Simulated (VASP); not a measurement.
Method: PBEsol GGA, VASP's PBE PAW potentials (set 64) (plane waves; VASP).

Input for VASP

### KPOINTS
```
Automatic mesh
0
Gamma
6 6 6
0 0 0
```

File POSCAR:
```
ZrO2
1
    0.0000000000     5.1349279172     0.0184917812
    5.2088203465     0.0000000000     0.0000000000
    0.0000000000    -0.8691362589    -5.2349629396
Zr O
4 8
Direct
  0.7229003699   0.9568120357   0.7904816995
  0.2770996301   0.4568120357   0.7095183005
  0.2770996301   0.0431879643   0.2095183005
  0.7229003699   0.5431879643   0.2904816995
  0.9316447612   0.6669604399   0.6557739704
  0.0683552388   0.1669604399   0.8442260296
  0.0683552388   0.3330395601   0.3442260296
  0.9316447612   0.8330395601   0.1557739704
  0.5509757931   0.2427156288   0.5208430108
  0.4490242069   0.7427156288   0.9791569892
  0.4490242069   0.7572843712   0.4791569892
  0.5509757931   0.2572843712   0.0208430108
```

INCAR:
```
ALGO = Normal
CSHIFT = 0.1
EDIFF = 1E-7
ENCUT = 520
GGA = PS
ISMEAR = 0
LASPH = .True.
LCHARG = .False.
LMAXMIX = 4
LOPTICS = .True.
LREAL = .False.
LWAVE = .False.
NBANDS = 171
NEDOS = 1001
NELM = 100
PREC = Accurate
SIGMA = 0.01
SYSTEM = ZrO2
```

POTCAR, in this order: Zr_sv O (PBE.64 set). Program: vasp_std.

The resulting files:

File OSZICAR:
```
       N       E                     dE             d eps       ncg     rms          rms(c)
DAV:   1     0.923887702027E+03    0.92389E+03   -0.40745E+04 27360   0.573E+02
DAV:   2    -0.785410793513E+02   -0.10024E+04   -0.92474E+03 30840   0.221E+02
DAV:   3    -0.139967582604E+03   -0.61427E+02   -0.59139E+02 39032   0.490E+01
DAV:   4    -0.142086763715E+03   -0.21192E+01   -0.21038E+01 31952   0.721E+00
DAV:   5    -0.142122688460E+03   -0.35925E-01   -0.35921E-01 31840   0.109E+00    0.554E+01
DAV:   6    -0.120766898631E+03    0.21356E+02   -0.77071E+00 32122   0.168E+01    0.206E+01
DAV:   7    -0.120441287141E+03    0.32561E+00   -0.28903E+00 30944   0.374E+00    0.159E+01
DAV:   8    -0.120387880389E+03    0.53407E-01   -0.79595E-01 30317   0.275E+00    0.946E+00
DAV:   9    -0.120262536661E+03    0.12534E+00   -0.13017E-01 29848   0.116E+00    0.521E-01
DAV:  10    -0.120262532180E+03    0.44806E-05   -0.12061E-02 31565   0.311E-01    0.636E-01
DAV:  11    -0.120262758143E+03   -0.22596E-03   -0.18060E-03 30128   0.953E-02    0.622E-02
DAV:  12    -0.120262749926E+03    0.82175E-05   -0.30599E-05 32501   0.125E-02    0.424E-02
DAV:  13    -0.120262781643E+03   -0.31718E-04   -0.34573E-05 30120   0.125E-02    0.978E-03
DAV:  14    -0.120262782201E+03   -0.55731E-06   -0.13550E-06 31608   0.294E-03    0.480E-03
DAV:  15    -0.120262783275E+03   -0.10744E-05   -0.92674E-07 31400   0.181E-03    0.158E-03
DAV:  16    -0.120262783179E+03    0.96417E-07   -0.53567E-08 27021   0.519E-04
   1 F= -.12026278E+03 E0= -.12026278E+03  d E =-.131533E-22
 imaginary and real dielectric function
```

### OUTCAR
```
------------------------ aborting loop because EDIFF is reached ----------------------------------------
  FORCE on cell =-STRESS in cart. coord.  units (eV):
  Direction    XX          YY          ZZ          XY          YZ          ZX
  --------------------------------------------------------------------------------------
  Total        0.0310848      0.0263355      0.0226899      0.0000000      0.0252525      0.0000000
  in kB        0.3559020      0.3015258      0.2597862      0.0000000      0.2891260      0.0000000
  external PRESSURE =       0.3057380 kB  Pullay stress =       0.0000000 kB
  volume of cell :      139.94
      direct lattice vectors                 reciprocal lattice vectors
     0.000000000  5.134927917  0.018491781     0.000000000  0.194861205 -0.032351889
     5.208820346  0.000000000  0.000000000     0.191982048  0.000000000  0.000000000
     0.000000000 -0.869136259 -5.234962940     0.000000000  0.000688320 -0.191137598
 POSITION                                       TOTAL-FORCE (eV/Angst)
 -----------------------------------------------------------------------------------
      4.98386      3.02500     -4.12477         0.003870     -0.000781      0.001067
      2.37945      0.80622     -3.70918         0.003870      0.000781     -0.001067
      0.22496      1.24079     -1.09170        -0.003870      0.000781     -0.001067
      2.82937      3.45957     -1.50729        -0.003870     -0.000781      0.001067
      3.47408      4.21397     -3.41572        -0.008315     -0.001554     -0.007465
      0.86967     -0.38275     -4.41823        -0.008315      0.001554      0.007465
      1.73474      0.05182     -1.80075         0.008315      0.001554      0.007465
      4.33915      4.64854     -0.79824         0.008315     -0.001554     -0.007465
      1.26426      2.37654     -2.71641        -0.003894      0.003571      0.002201
      3.86867      1.45469     -5.11755        -0.003894     -0.003571     -0.002201
      3.94456      1.88925     -2.50007         0.003894     -0.003571     -0.002201
      1.34015      2.81111     -0.09892         0.003894      0.003571      0.002201
 -----------------------------------------------------------------------------------
    total drift:                               -0.000000     -0.000000     -0.000000
  FREE ENERGIE OF THE ION-ELECTRON SYSTEM (eV)
  ---------------------------------------------------
  free  energy   TOTEN  =      -120.2627831785 eV

  energy  without entropy=     -120.2627831785  energy(sigma->0) =     -120.26278318

 plasma frequency squared (from intraband transitions) (eV^2)
  --------------------------------------------------------------------------------------
       0.000       0.000       0.000
       0.000       0.000      -0.000
       0.000      -0.000       0.000

 plasma frequency squared (from interband transitions, int dw w eps(2)(w)) (eV^2)
  --------------------------------------------------------------------------------------
     727.890       0.000       0.000       0.000       0.000       0.000
       0.000       0.000     727.879       0.000      -0.779       0.014
       0.000       0.000      -0.779      -0.014     727.282       0.000
```
(Selected blocks of OUTCAR.)

The compound is ZrO2 in the monoclinic structure. It was relaxed first.
